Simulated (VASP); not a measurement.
# Tb (Im-3m) in VASP: a series of runs

The runs below take Tb through single point, relaxation of the atoms, with LDA, PBE, BLYP.

Program: VASP 6.6.1. These are calculated values, not measurements. Logs are shortened: lines on timing, memory, paths and dates and some standing lists are left out, and cuts for length are marked.

### Step 1. The structure

Symmetry: Im-3m, No. 229, cubic system. Conventional cell: a = 4.020 Å, b = 4.020 Å, c = 4.020 Å, α = 90.00°, β = 90.00°, γ = 90.00°. Around Tb (site symmetry m-3m) lie 8 Tb at 3.48 Å.

This isn't the form of Tb at room conditions, which is hcp.

### Step 2. Single point, LDA, collinear spin, ferromagnetic start

File INCAR:

```
PREC = Accurate
ENCUT = 600
EDIFF = 1E-7
ISMEAR = 0
SIGMA = 0.05
LREAL = F
LASPH = T
NELM = 150
ALGO = Normal
ISIF = 2
LWAVE = F
LCHARG = F
ISPIN = 2
MAGMOM = 6
LORBIT = 11
LMAXMIX = 6
GGA = CA
NBANDS = 14
```

File KPOINTS:

```
Automatic mesh
0
Gamma
  9 9 9
```

File POSCAR:

```
Tb
3.4814
   -0.577353938071      0.577353938071      0.577353938071
    0.577353938071     -0.577353938071      0.577353938071
    0.577353938071      0.577353938071     -0.577353938071
Tb
1
Direct
    0.0000000000      0.0000000000      0.0000000000
```

Potentials or basis: VASP PAW PBE potentials, release 64 (Tb_3), 4f in core.

On the command line:

```console
$ cat potpaw_PBE.64/Tb_3/POTCAR > POTCAR
$ mpirun -np 1 vasp_std > vasp.out
```

OUTCAR:

```text
PREC = Accurate
   ENCUT = 600
   EDIFF = 1E-7
   ISMEAR = 0
   LREAL = F
   LASPH = T
   NELM = 150
   ISIF = 2
   ISPIN = 2
   LORBIT = 11
   GGA = CA

 ion  position               nearest neighbor table
   1  0.000  0.000  0.000-

  LATTYP: Found a body centered cubic cell.
 ALAT       =     4.0200000000

  Lattice vectors:

 A1 = (  -2.0100000000,   2.0100000000,   2.0100000000)
 A2 = (   2.0100000000,  -2.0100000000,   2.0100000000)
 A3 = (   2.0100000000,   2.0100000000,  -2.0100000000)

Analysis of symmetry for initial positions (statically):
=====================================================================
 Subroutine PRICEL returns:
 Original cell was already a primitive cell.

 Routine SETGRP: Setting up the symmetry group for a
 body centered cubic supercell.

 Subroutine GETGRP returns: Found 48 space group operations
[... 9 lines left out ...]

 Routine SETGRP: Setting up the symmetry group for a
 body centered cubic supercell.

 Subroutine GETGRP returns: Found 48 space group operations
[... 9 lines left out ...]

 Routine SETGRP: Setting up the symmetry group for a
 body centered cubic supercell.

 Subroutine GETGRP returns: Found 48 space group operations
 (whereof 48 operations were pure point group operations)
 out of a pool of 48 trial point group operations.

The overall configuration has the point symmetry O_h .

 Subroutine INISYM returns: Found 48 space group operations
[... 5 lines left out ...]
                                     Primitive cell

  volume of cell :      32.4824

  direct lattice vectors                    reciprocal lattice vectors
    -2.010000000  2.010000000  2.010000000     0.000000000  0.248756219  0.248756219
     2.010000000 -2.010000000  2.010000000     0.248756219  0.000000000  0.248756219
     2.010000000  2.010000000 -2.010000000     0.248756219  0.248756219  0.000000000

  length of vectors
     3.481422123  3.481422123  3.481422123     0.351794419  0.351794419  0.351794419

  position of ions in fractional coordinates (direct lattice)
     0.000000000  0.000000000  0.000000000

  ion indices of the primitive-cell ions
   primitive index   ion index
                 1           1

----------------------------------------------------------------------------------------

 KPOINTS: Automatic mesh

Automatic generation of k-mesh.
 Grid dimensions read from file:
 generate k-points for:    9    9    9

 Generating k-lattice:

  Cartesian coordinates                     Fractional coordinates (reciprocal lattice)
     0.000000000  0.027639580  0.027639580     0.111111111  0.000000000  0.000000000
     0.027639580  0.000000000  0.027639580     0.000000000  0.111111111  0.000000000
     0.027639580  0.027639580  0.000000000     0.000000000  0.000000000  0.111111111

[... 119 lines left out ...]
 val. band max:        2.9708746262   @ k =   0.2222   0.2222   0.0000
 cond. band min:       2.9964382439   @ k =   0.4444   0.1111   0.0000
 fundamental gap:      0.0255636177
 Fermi energy:         2.9729566281

 spin component 1

 k-point     1 :       0.0000    0.0000    0.0000
  band No.  band energies     occupation
      1     -19.2495      1.00000
      2     -19.2495      1.00000
      3     -19.2495      1.00000
      4      -1.9942      1.00000
      5       4.5952      0.00000
      6       4.5952      0.00000
      7       4.5952      0.00000
      8       6.8176      0.00000
      9       6.8176      0.00000
     10      13.4715      0.00000
     11      13.4715      0.00000
     12      13.4715      0.00000
     13      13.5724      0.00000
     14      21.3621      0.00000
[... 563 lines left out ...]
  band No.  band energies     occupation
      1     -19.7460      1.00000
      2     -19.7301      1.00000
      3     -19.7301      1.00000
      4       1.4111      1.00000
      5       1.4333      1.00000
      6       7.6293      0.00000
      7       7.6293      0.00000
      8       8.5334      0.00000
      9       8.6518      0.00000
     10      10.5330      0.00000
     11      10.5330      0.00000
     12      13.5597      0.00000
     13      14.3230      0.00000
     14      19.2397      0.00000
 Fermi energy:         2.9729566281

 spin component 2

 k-point     1 :       0.0000    0.0000    0.0000
  band No.  band energies     occupation
      1     -19.2500      1.00000
      2     -19.2500      1.00000
      3     -19.2500      1.00000
      4      -1.9954      1.00000
      5       4.5941      0.00000
      6       4.5941      0.00000
      7       4.5941      0.00000
      8       6.8168      0.00000
      9       6.8168      0.00000
     10      13.4702      0.00000
     11      13.4702      0.00000
     12      13.4702      0.00000
     13      13.5720      0.00000
     14      21.3610      0.00000
[... 564 lines left out ...]
      1     -19.7465      1.00000
      2     -19.7306      1.00000
      3     -19.7306      1.00000
      4       1.4101      1.00000
      5       1.4323      1.00000
      6       7.6283      0.00000
      7       7.6283      0.00000
      8       8.5322      0.00000
      9       8.6509      0.00000
     10      10.5320      0.00000
     11      10.5320      0.00000
     12      13.5593      0.00000
     13      14.3220      0.00000
     14      19.2389      0.00000

------------------------ aborting loop because EDIFF is reached ----------------------------------------

 total charge

# of ion       s       p       d       tot
------------------------------------------
    1        0.384   6.291   1.111   7.786

 magnetization (x)

# of ion       s       p       d       tot
------------------------------------------
    1       -0.000  -0.000  -0.001  -0.001

  FORCE on cell =-STRESS in cart. coord.  units (eV):
  Direction    XX          YY          ZZ          XY          YZ          ZX
  --------------------------------------------------------------------------------------
  -------------------------------------------------------------------------------------
  Total       -0.9045218     -0.9045218     -0.9045218     -0.0000000     -0.0000000     -0.0000000
  in kB      -44.6150593    -44.6150593    -44.6150593     -0.0000000     -0.0000000     -0.0000000
  external PRESSURE =     -44.6150593 kB  Pullay stress =       0.0000000 kB

 VOLUME and BASIS-vectors are now :
 -----------------------------------------------------------------------------
  energy-cutoff  :      600.00
  volume of cell :       32.48
      direct lattice vectors                 reciprocal lattice vectors
    -2.010000000  2.010000000  2.010000000     0.000000000  0.248756219  0.248756219
     2.010000000 -2.010000000  2.010000000     0.248756219  0.000000000  0.248756219
     2.010000000  2.010000000 -2.010000000     0.248756219  0.248756219  0.000000000

 POSITION                                       TOTAL-FORCE (eV/Angst)
 -----------------------------------------------------------------------------------
      0.00000      0.00000      0.00000        -0.000000      0.000000     -0.000000
 -----------------------------------------------------------------------------------
    total drift:                               -0.000000     -0.000000     -0.000000

  FREE ENERGIE OF THE ION-ELECTRON SYSTEM (eV)
  ---------------------------------------------------
  free  energy   TOTEN  =        -5.0464788600 eV

  energy  without entropy=       -5.0422754252  energy(sigma->0) =       -5.04437714

 total charge

# of ion       s       p       d       tot
------------------------------------------
    1        0.384   6.291   1.111   7.786

 magnetization (x)

# of ion       s       p       d       tot
------------------------------------------
    1       -0.000  -0.000  -0.001  -0.001
```

OSZICAR:

```text
N       E                     dE             d eps       ncg     rms          rms(c)
DAV:   1     0.249996923867E+02    0.25000E+02   -0.42484E+03  1960   0.608E+02
DAV:   2    -0.120506722778E+01   -0.26205E+02   -0.24515E+02  2112   0.148E+02
DAV:   3    -0.187652340420E+01   -0.67146E+00   -0.66827E+00  2446   0.154E+01
DAV:   4    -0.187957530660E+01   -0.30519E-02   -0.30517E-02  2152   0.120E+00
[... 13 lines left out ...]
DAV:  18    -0.504647483295E+01    0.23985E-06   -0.25928E-07  1720   0.325E-03    0.974E-03
DAV:  19    -0.504647877920E+01   -0.39463E-05   -0.27459E-06  2266   0.952E-03    0.308E-03
DAV:  20    -0.504647889975E+01   -0.12054E-06   -0.27931E-07  1902   0.306E-03    0.218E-03
DAV:  21    -0.504647885996E+01    0.39785E-07   -0.98074E-08  1702   0.182E-03
   1 F= -.50464789E+01 E0= -.50443771E+01  d E =-.420343E-02  mag=    -0.0009
```

Run time: 48 s. Hardware: 1 thread of Intel Xeon Platinum 8488C (Sapphire Rapids), shared host; peak memory 0.17 GiB.

What came out:

- Free energy: -5.0465 eV
- Pressure: -4.5 GPa
- Band gap on the k mesh: none (metal or under the smearing width)
- Net moment: 0.00 μB per cell
- Valence electrons inside the program's atomic spheres: Tb 7.79

Caveat: the magnetic or orbital state may not be the lowest; the PAW data sets were made with another functional, which shifts forces and pressure a little; spin-orbit coupling is left out, which moves the levels of the heavy elements; the 4f electrons are frozen in the core as for a trivalent ion, so they carry no moment and show no levels. The state reached can hang on the start; a lower one may exist.

(Continued in part 2 of 2.)
